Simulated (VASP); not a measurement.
## Se: equation of state with PBE

Crystal: Se.

```
CELL_PARAMETERS angstrom
1.39427 -4.03900 0.00000
1.39427 4.03900 0.00000
0.00000 0.00000 4.61343
ATOMIC_POSITIONS crystal
Se 0.06434 0.93566 0.25000
Se 0.93566 0.06434 0.75000
```

This isn't the form of Se at room conditions, which is trigonal, of chains.

```yaml
Program: VASP 6.6.1
Task: equation of state
Functional: PBE
Potentials_or_basis: VASP PAW PBE potentials, release 64 (Se)
Cutoff: 520 eV
k_mesh: 10 × 10 × 6
Occupations: fermi-dirac, width 0.05 eV
Spin: no spin polarisation
```

```yaml
Equilibrium_volume: 26.70 Å³/atom
Bulk_modulus_at_fixed_shape_and_positions: 54 GPa
Pressure_derivative_of_the_bulk_modulus: 4.4
```

Energy against volume, from the lowest point:
```
volume (Å³/atom)  energy (meV/atom)
          24.422              38.20
          24.941              21.80
          25.461              10.29
          25.980               3.17
          26.500               0.00
          27.020               0.38
          27.539               3.95
```

All runs of the series together: 3.5 min on 1 thread of Intel(R) Xeon(R) Platinum 8559C (Emerald Rapids), on a shared host.

Caveat: the cell was scaled at fixed shape and fractional positions, which overstates the stiffness of a crystal with free parameters, most of all of layers and chains.
